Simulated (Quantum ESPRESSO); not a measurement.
# KCl (Sylvite) (Fm-3m) in Quantum ESPRESSO: further runs

The runs below take KCl (Sylvite) through band structure, real-space fields, with LDA, vdW-DF3-opt1.

All numbers are computed with Quantum ESPRESSO 7.5; they aren't measurements. Logs are shortened: lines on timing, memory, paths and dates and some standing lists are left out, and cuts for length are marked.

## Step 1: The crystal as given

It takes space group Fm-3m (No. 225, cubic). The conventional cell has a = 6.293 Å, b = 6.293 Å, c = 6.293 Å, α = 90.00°, β = 90.00°, γ = 90.00°. Around K (site symmetry m-3m) lie 6 Cl at 3.15 Å. Cl (site symmetry m-3m) has 6 K at 3.15 Å as nearest neighbours.

## Step 2: Band structure, LDA

Contents of pw.in:

```
&CONTROL
  calculation = 'scf'
  prefix = 'pwscf'
  outdir = './tmp'
  pseudo_dir = './pseudo'
  tprnfor = .true.
  tstress = .true.
  disk_io = 'low'
/
&SYSTEM
  ibrav = 0
  A = 4.44978055
  nat = 2
  ntyp = 2
  ecutwfc = 72
  nbnd = 14
  occupations = 'smearing'
  smearing = 'mv'
  degauss = 0.00999582
/
&ELECTRONS
  conv_thr = 1d-06
  electron_maxstep = 120
  mixing_beta = 0.5
  diagonalization = 'cg'
/
ATOMIC_SPECIES
K     39.0983 K.upf
Cl    35.4500 Cl.upf
CELL_PARAMETERS alat
   0.0000000000    0.7071067808    0.7071067808
   0.7071067808    0.0000000000    0.7071067808
   0.7071067808    0.7071067808    0.0000000000
ATOMIC_POSITIONS alat
K      0.0000000000    0.0000000000    0.0000000000
Cl     0.7071067808    0.7071067808    0.7071067808
K_POINTS automatic
7 7 7 1 1 1
```

Contents of bands.in:

```
&CONTROL
  calculation = 'bands'
  prefix = 'pwscf'
  outdir = './tmp'
  pseudo_dir = './pseudo'
  disk_io = 'low'
  verbosity = 'high'
/
&SYSTEM
  ibrav = 0
  A = 4.44978055
  nat = 2
  ntyp = 2
  ecutwfc = 72
  nbnd = 14
  occupations = 'smearing'
  smearing = 'mv'
  degauss = 0.00999582
/
&ELECTRONS
  conv_thr = 1d-08
  electron_maxstep = 120
  mixing_beta = 0.5
  diagonalization = 'cg'
  diago_full_acc = .true.
/
ATOMIC_SPECIES
K     39.0983 K.upf
Cl    35.4500 Cl.upf
CELL_PARAMETERS alat
   0.0000000000    0.7071067808    0.7071067808
   0.7071067808    0.0000000000    0.7071067808
   0.7071067808    0.7071067808    0.0000000000
ATOMIC_POSITIONS alat
K      0.0000000000    0.0000000000    0.0000000000
Cl     0.7071067808    0.7071067808    0.7071067808
K_POINTS crystal
60
 0.0000000000  0.0000000000  0.0000000000 1
 0.0625000000  0.0000000000  0.0625000000 1
 0.1250000000  0.0000000000  0.1250000000 1
 0.1875000000  0.0000000000  0.1875000000 1
 0.2500000000  0.0000000000  0.2500000000 1
 0.3125000000  0.0000000000  0.3125000000 1
 0.3750000000  0.0000000000  0.3750000000 1
 0.4375000000  0.0000000000  0.4375000000 1
 0.5000000000  0.0000000000  0.5000000000 1
 0.5000000000  0.0625000000  0.5625000000 1
 0.5000000000  0.1250000000  0.6250000000 1
 0.5000000000  0.1875000000  0.6875000000 1
 0.5000000000  0.2500000000  0.7500000000 1
 0.4375000000  0.3125000000  0.7500000000 1
 0.3750000000  0.3750000000  0.7500000000 1
 0.3375000000  0.3375000000  0.6750000000 1
 0.3000000000  0.3000000000  0.6000000000 1
 0.2625000000  0.2625000000  0.5250000000 1
 0.2250000000  0.2250000000  0.4500000000 1
 0.1875000000  0.1875000000  0.3750000000 1
 0.1500000000  0.1500000000  0.3000000000 1
 0.1125000000  0.1125000000  0.2250000000 1
 0.0750000000  0.0750000000  0.1500000000 1
 0.0375000000  0.0375000000  0.0750000000 1
 0.0000000000  0.0000000000  0.0000000000 1
 0.0625000000  0.0625000000  0.0625000000 1
 0.1250000000  0.1250000000  0.1250000000 1
 0.1875000000  0.1875000000  0.1875000000 1
 0.2500000000  0.2500000000  0.2500000000 1
 0.3125000000  0.3125000000  0.3125000000 1
 0.3750000000  0.3750000000  0.3750000000 1
 0.4375000000  0.4375000000  0.4375000000 1
 0.5000000000  0.5000000000  0.5000000000 1
 0.5250000000  0.4500000000  0.5250000000 1
 0.5500000000  0.4000000000  0.5500000000 1
 0.5750000000  0.3500000000  0.5750000000 1
 0.6000000000  0.3000000000  0.6000000000 1
 0.6250000000  0.2500000000  0.6250000000 1
 0.5833333333  0.2500000000  0.6666666667 1
 0.5416666667  0.2500000000  0.7083333333 1
 0.5000000000  0.2500000000  0.7500000000 1
 0.5000000000  0.2857142857  0.7142857143 1
 0.5000000000  0.3214285714  0.6785714286 1
 0.5000000000  0.3571428571  0.6428571429 1
 0.5000000000  0.3928571429  0.6071428571 1
 0.5000000000  0.4285714286  0.5714285714 1
 0.5000000000  0.4642857143  0.5357142857 1
 0.5000000000  0.5000000000  0.5000000000 1
 0.4821428571  0.4821428571  0.5357142857 1
 0.4642857143  0.4642857143  0.5714285714 1
 0.4464285714  0.4464285714  0.6071428571 1
 0.4285714286  0.4285714286  0.6428571429 1
 0.4107142857  0.4107142857  0.6785714286 1
 0.3928571429  0.3928571429  0.7142857143 1
 0.3750000000  0.3750000000  0.7500000000 1
 0.6250000000  0.2500000000  0.6250000000 1
 0.5937500000  0.1875000000  0.5937500000 1
 0.5625000000  0.1250000000  0.5625000000 1
 0.5312500000  0.0625000000  0.5312500000 1
 0.5000000000  0.0000000000  0.5000000000 1
```

Potentials or basis: PseudoDojo 0.4.1 SR LDA stringent.

Launch:

```
> OMP_NUM_THREADS=1 pw.x -in pw.in > pw.out
> OMP_NUM_THREADS=1 pw.x -in bands.in > bands.out
```

pw.out:

```text
This program is part of the open-source Quantum ESPRESSO suite
     for quantum simulation of materials; please cite
[... 9 lines left out ...]
     --------------------
     sticks:   dense  smooth     PW     G-vecs:    dense   smooth      PW
     Sum        1393    1393    421                34621    34621    5601

     Using Slab Decomposition

     bravais-lattice index     =            0
     lattice parameter (alat)  =       8.4089  a.u.
     unit-cell volume          =     420.4336 (a.u.)^3
     number of atoms/cell      =            2
     number of atomic types    =            2
     number of electrons       =        16.00
     number of Kohn-Sham states=           14
     kinetic-energy cutoff     =      72.0000  Ry
     charge density cutoff     =     288.0000  Ry
     scf convergence threshold =      1.0E-06
     mixing beta               =       0.5000
     number of iterations used =            8  plain     mixing
     Exchange-correlation= SLA  PW   NOGX NOGC
                           (   1   4   0   0   0   0   0)

     celldm(1)=   8.408867  celldm(2)=   0.000000  celldm(3)=   0.000000
     celldm(4)=   0.000000  celldm(5)=   0.000000  celldm(6)=   0.000000

     crystal axes: (cart. coord. in units of alat)
               a(1) = (   0.000000   0.707107   0.707107 )
               a(2) = (   0.707107   0.000000   0.707107 )
               a(3) = (   0.707107   0.707107   0.000000 )

     reciprocal axes: (cart. coord. in units 2 pi/alat)
               b(1) = ( -0.707107  0.707107  0.707107 )
               b(2) = (  0.707107 -0.707107  0.707107 )
               b(3) = (  0.707107  0.707107 -0.707107 )

     PseudoPot. # 1 for K  read from file:
     K.upf
     Pseudo is Norm-conserving + core correction, Zval =  9.0
     Generated using ONCVPSP code by D. R. Hamann
     Using radial grid of 2170 points,  6 beta functions with:
                l(1) =   0
                l(2) =   0
                l(3) =   1
                l(4) =   1
                l(5) =   2
                l(6) =   2

     PseudoPot. # 2 for Cl read from file:
     Cl.upf
     Pseudo is Norm-conserving + core correction, Zval =  7.0
     Generated using ONCVPSP code by D. R. Hamann
     Using radial grid of 1016 points,  6 beta functions with:
                l(1) =   0
                l(2) =   0
                l(3) =   1
                l(4) =   1
                l(5) =   2
                l(6) =   2

     atomic species   valence    mass     pseudopotential
     K                 9.00    39.09830     K ( 1.00)
     Cl                7.00    35.45000     Cl( 1.00)

     48 Sym. Ops., with inversion, found

   Cartesian axes

     site n.     atom                  positions (alat units)
         1        K      tau(   1) = (   0.0000000   0.0000000   0.0000000  )
         2        Cl     tau(   2) = (   0.7071068   0.7071068   0.7071068  )

     number of k points=    44  Marzari-Vanderbilt smearing, width (Ry)=  0.0100
                       cart. coord. in units 2pi/alat
        k(    1) = (   0.0505076   0.0505076   0.0505076), wk =   0.0116618
        k(    2) = (   0.1515229   0.1515229  -0.0505076), wk =   0.0349854
        k(    3) = (   0.2525381   0.2525381  -0.1515229), wk =   0.0349854
        k(    4) = (  -0.3535534  -0.3535534   0.4545686), wk =   0.0349854
        k(    5) = (  -0.2525381  -0.2525381   0.3535534), wk =   0.0349854
        k(    6) = (  -0.1515229  -0.1515229   0.2525381), wk =   0.0349854
[... 36 lines left out ...]
        k(   43) = (  -0.8586297   0.3535534   0.1515229), wk =   0.0349854
        k(   44) = (  -0.3535534  -0.3535534  -0.3535534), wk =   0.0058309

     Dense  grid:    34621 G-vectors     FFT dimensions: (  45,  45,  45)

     Initial potential from superposition of free atoms

     starting charge      15.9839, renormalised to      16.0000
     Starting wfcs are    9 randomized atomic wfcs +    5 random wfcs

     Self-consistent Calculation

     iteration #  1     ecut=    72.00 Ry     beta= 0.50
     CG style diagonalization
     ethr =  1.00E-02,  avg # of iterations =  4.8

     Threshold (ethr) on eigenvalues was too large:
     Diagonalizing with lowered threshold

     CG style diagonalization
     ethr =  4.85E-04,  avg # of iterations =  3.2

     total energy              =     -92.91251060 Ry
     estimated scf accuracy    <       0.06547750 Ry

     iteration #  2     ecut=    72.00 Ry     beta= 0.50
     CG style diagonalization
     ethr =  4.09E-04,  avg # of iterations =  3.4

     total energy              =     -92.92944195 Ry
     estimated scf accuracy    <       0.00428275 Ry

     iteration #  3     ecut=    72.00 Ry     beta= 0.50
     CG style diagonalization
     c_bands:  1 eigenvalues not converged
     ethr =  2.68E-05,  avg # of iterations =  5.0

     total energy              =     -92.93000174 Ry
     estimated scf accuracy    <       0.00068284 Ry

     iteration #  4     ecut=    72.00 Ry     beta= 0.50
     CG style diagonalization
     ethr =  4.27E-06,  avg # of iterations =  4.1

     total energy              =     -92.93007822 Ry
     estimated scf accuracy    <       0.00003236 Ry

     iteration #  5     ecut=    72.00 Ry     beta= 0.50
     CG style diagonalization
     ethr =  2.02E-07,  avg # of iterations =  3.8

     total energy              =     -92.93009766 Ry
     estimated scf accuracy    <       0.00000156 Ry

     iteration #  6     ecut=    72.00 Ry     beta= 0.50
     CG style diagonalization
     ethr =  9.72E-09,  avg # of iterations =  3.8

     End of self-consistent calculation

          k = 0.0505 0.0505 0.0505 (  4336 PWs)   bands (ev):

   -26.2389 -11.4242  -9.8960  -9.8960  -9.8821   0.5629   0.6177   0.6177
     5.5156   8.6627   8.7801   8.7801   9.7000   9.7001

          k = 0.1515 0.1515-0.0505 (  4365 PWs)   bands (ev):

   -26.2361 -11.4699  -9.9070  -9.8950  -9.8205   0.2486   0.5188   0.5542
     6.1265   8.4301   9.0279   9.2800   9.9552  10.1548

          k = 0.2525 0.2525-0.1515 (  4325 PWs)   bands (ev):

   -26.2311 -11.5428  -9.9138  -9.8994  -9.7264  -0.1913   0.3748   0.4025
     7.1785   8.4477   9.7390  10.1020  10.6029  10.9973

          k =-0.3536-0.3536 0.4546 (  4350 PWs)   bands (ev):
[... 21 lines left out ...]
   -26.2348 -11.4699  -9.9119  -9.9102  -9.8102   0.1296   0.5297   0.5408
     6.3437   8.0065   9.5105   9.5453   9.9336  10.4398

          k = 0.3536 0.1515-0.0505 (  4335 PWs)   bands (ev):

   -26.2308 -11.4933  -9.9315  -9.9125  -9.7809  -0.1081   0.4043   0.4448
     7.1648   7.8230  10.0969  10.2886  10.3955  10.9557

          k =-0.2525-0.4546 0.5556 (  4336 PWs)   bands (ev):
[... 11 lines left out ...]
   -26.2295 -11.5206  -9.9444  -9.9049  -9.7401  -0.1959   0.3377   0.3711
     7.5133   8.1784  10.0114  10.3920  10.6085  11.3408

          k = 0.0505-0.1515 0.2525 (  4357 PWs)   bands (ev):

   -26.2337 -11.4934  -9.9178  -9.9000  -9.7844   0.0440   0.4594   0.5013
     6.6047   8.1705   9.4269   9.7418  10.1304  10.5813

          k = 0.4546 0.0505 0.0505 (  4341 PWs)   bands (ev):
[... 11 lines left out ...]
   -26.2247 -11.4364 -10.0091  -9.9442  -9.8097  -0.0467   0.1031   0.3010
     7.8129   8.9797   9.8550  10.3574  11.4419  11.6176

          k = 0.0505-0.3536 0.4546 (  4342 PWs)   bands (ev):

   -26.2262 -11.5009  -9.9771  -9.9209  -9.7482  -0.2176   0.2179   0.2858
     8.1328   8.4911  10.0466  10.6884  10.8588  12.0789

          k = 0.1515-0.2525 0.3536 (  4335 PWs)   bands (ev):

   -26.2291 -11.5470  -9.9252  -9.9062  -9.7167  -0.2816   0.3165   0.3589
     7.5694   8.4040  10.1622  10.6170  10.6968  11.3378

          k =-0.7576 0.0505 0.0505 (  4322 PWs)   bands (ev):

   -26.2245 -11.3262 -10.0392  -9.9539  -9.9433  -0.0587   0.3669   0.3960
     6.8929   8.6166  10.2068  10.6788  11.0147  12.0162

          k =-0.6566 0.1515-0.0505 (  4319 PWs)   bands (ev):

   -26.2244 -11.3608 -10.0316  -9.9607  -9.8916  -0.0307   0.2631   0.3491
     7.1657   8.9010   9.8305  10.8100  10.9214  11.9666

          k =-0.5556 0.2525-0.1515 (  4339 PWs)   bands (ev):

   -26.2256 -11.4741  -9.9725  -9.9377  -9.7862  -0.1736   0.1846   0.3114
     7.8616   8.6770  10.1846  10.6132  11.3383  11.5978

          k =-0.4546 0.3536-0.2525 (  4344 PWs)   bands (ev):

   -26.2270 -11.5696  -9.9246  -9.9123  -9.6884  -0.4108   0.2589   0.2921
     7.9297   8.8053  10.7216  10.8002  11.2084  11.9145

          k =-0.5556 0.0505 0.0505 (  4327 PWs)   bands (ev):

   -26.2259 -11.3740  -9.9780  -9.9481  -9.9278  -0.1007   0.3879   0.4117
     7.0155   8.1706  10.5352  10.5588  11.3952  11.7054

          k =-0.4546 0.1515-0.0505 (  4343 PWs)   bands (ev):

   -26.2279 -11.4602  -9.9463  -9.9332  -9.8220  -0.1491   0.3513   0.3981
     7.4882   7.7915  10.4743  10.8340  10.9098  11.0762

          k =-0.3536 0.0505 0.0505 (  4330 PWs)   bands (ev):
[... 56 lines left out ...]
   -26.2244 -11.4010 -10.0164  -9.9765  -9.8283   0.0135   0.1559   0.2638
     7.6701   8.9771   9.5582  10.4889  11.4429  11.9643

          k =-0.6566 0.3536-0.0505 (  4332 PWs)   bands (ev):

   -26.2244 -11.4179  -9.9991  -9.9939  -9.8011   0.0283   0.1407   0.1998
     8.3041   8.3540   9.7901  10.2416  11.9660  12.3116

          k =-0.6566 0.1515 0.1515 (  4335 PWs)   bands (ev):
[... 26 lines left out ...]
   -26.2255 -11.4899  -9.9662  -9.9425  -9.7617  -0.2050   0.1915   0.2770
     8.1581   8.5652  10.1987  10.4415  11.4067  12.1769

          k =-0.3536-0.3536-0.3536 (  4338 PWs)   bands (ev):

   -26.2277 -11.6023  -9.9058  -9.9058  -9.6516  -0.4928   0.2906   0.2906
     7.8133   8.8939  10.9013  10.9016  11.6695  11.6697

     the Fermi energy is     3.3540 ev

!    total energy              =     -92.93009863 Ry
     estimated scf accuracy    <       0.00000043 Ry
     smearing contrib. (-TS)   =       0.00000000 Ry
     internal energy E=F+TS    =     -92.93009863 Ry

     The total energy is F=E-TS. E is the sum of the following terms:
     one-electron contribution =     -29.58347448 Ry
     hartree contribution      =      19.72615527 Ry
     xc contribution           =     -21.40589938 Ry
     ewald contribution        =     -61.66688004 Ry

     convergence has been achieved in   6 iterations

     Forces acting on atoms (cartesian axes, Ry/au):

     atom    1 type  1   force =     0.00000000    0.00000000    0.00000000
     atom    2 type  2   force =    -0.00000000   -0.00000000    0.00000000

     Total force =     0.000000     Total SCF correction =     0.000000

     Computing stress (Cartesian axis) and pressure

          total   stress  (Ry/bohr**3)                   (kbar)     P=      -19.48
  -0.00013244   0.00000000   0.00000000          -19.48        0.00        0.00
   0.00000000  -0.00013244   0.00000000            0.00      -19.48        0.00
   0.00000000   0.00000000  -0.00013244            0.00        0.00      -19.48

=------------------------------------------------------------------------------=
   JOB DONE.
=------------------------------------------------------------------------------=
```

It took 2.1 min on 1 thread of Arm Neoverse V1, shared host; peak memory 0.1 GiB.

Results:

| Property | Result |
| --- | --- |
| Free energy | -1264.3784 eV |
| Pressure | -1.9 GPa |
| Band gap along the path | 4.74 eV, direct |

Levels at the corners of the path, in eV from the valence-band top:
```tsv
point	band 6	band 7	band 8	band 9	band 10	band 11
Γ	0.00	0.00	0.00	4.74	8.07	8.07
X	-0.70	-0.23	-0.23	6.16	7.96	9.64
W	-0.52	-0.50	-0.50	7.68	7.68	9.09
K	-0.60	-0.59	-0.31	6.92	8.70	8.93
Γ	0.00	0.00	0.00	4.74	8.07	8.07
L	-1.13	-0.35	-0.35	7.17	8.25	10.26
U	-0.60	-0.59	-0.31	6.92	8.70	8.93
W	-0.52	-0.50	-0.50	7.68	7.68	9.09
L	-1.13	-0.35	-0.35	7.17	8.25	10.26
K	-0.60	-0.59	-0.31	6.92	8.70	8.93
U	-0.60	-0.59	-0.31	6.92	8.70	8.93
X	-0.70	-0.23	-0.23	6.16	7.96	9.64
```

Caveat: some levels on the path didn't converge; this smearing can shift energies of a crystal with a gap.

[end of part 1 of 2]
